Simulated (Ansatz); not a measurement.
Level of theory: Ansatz, DFT PBE, scalar-relativistic, plane waves, PAW. All cells share a 420 eV cutoff and Γ-centred k meshes spaced at most about 0.3 Å⁻¹ (about 0.25 or finer for metals, 2π included). No spin polarisation in the final relaxations.

These are static total energies at zero pressure. All come from trial cells, and lower structures may exist.

Question: Order these relaxed structures of Si5C by energy, lowest first, with the energy over the lowest of them.
1.

```
Si C
1.0
     2.75690    0.00000    0.00000
     0.00000    2.75690    0.00000
     0.00000    0.00000    9.98189
Si C
5 1
Direct
  0.50000 0.50000 0.11792
  0.00000 0.00000 0.31531
  0.50000 0.50000 0.50000
  0.00000 0.00000 0.68469
  0.50000 0.50000 0.88208
  0.00000 0.00000 0.00000
```

2.

```
Si C
1.0
     2.47477   -5.70389    0.00000
     2.47477    5.70389    0.00000
     0.00000    0.00000    2.83484
Si C
5 1
Direct
  0.80318 0.19682 0.00000
  0.38456 0.61544 0.50000
  0.61544 0.38456 0.50000
  0.00000 0.00000 0.50000
  0.19682 0.80318 0.00000
  0.50000 0.50000 0.00000
```

3.

```
Si C
1.0
     3.14731    0.00000    0.00000
    -1.57366    2.72565    0.00000
     0.00000    0.00000   14.26121
Si C
5 1
Cartesian
  0.0000 1.8171 8.3003
  0.0000 1.8171 0.0000
  0.0000 1.8171 5.9609
  1.5737 0.9086 9.8602
  1.5737 0.9086 4.4010
  1.5737 0.9086 0.0000
```

4.

```
Si C
1.0
     2.88947    0.00000    0.00000
    -1.44473    2.50235    0.00000
     0.00000    0.00000   10.68086
Si C
5 1
Direct
  0.33333 0.66667 0.61387
  0.33333 0.66667 0.00000
  0.33333 0.66667 0.38613
  0.66667 0.33333 0.81098
  0.66667 0.33333 0.18902
  0.66667 0.33333 0.50000
```

Answer: 3 (0 meV/atom), 4 (69 meV/atom), 2 (162 meV/atom), 1 (349 meV/atom). Forms: 3 P-6m2; 4 P-6m2; 2 Cmmm; 1 P4/mmm. Counting Si atoms around C (those within 1.25 times the shortest such distance or 1.15 times the sum of covalent radii; the shortest distance is added where it exceeds 1.18 times the sum of covalent radii): cell 3 has C 3; cell 4 has C 6; cell 2 has C 4; cell 1 has C 8 from 2.3 Å. Cell 3 holds Si–Si nets (shortest 2.34 Å); cell 4 holds Si–Si pairs (shortest 2.43 Å); cell 1 holds Si–Si pairs (shortest 2.35 Å) (bonds between like non-metal atoms; other contacts aren't counted). Even the lowest lies +0.57 eV/atom against the elements.

Weakly bound directions are ill-defined at this level, which has no dispersion term (P-6m2 at 20.4 Å³/atom), and this can change margins and order among such cells. Cells relaxed within their symmetry can be saddle points. Some types were kept out of the candidates beforehand, so the set may lack a known form.
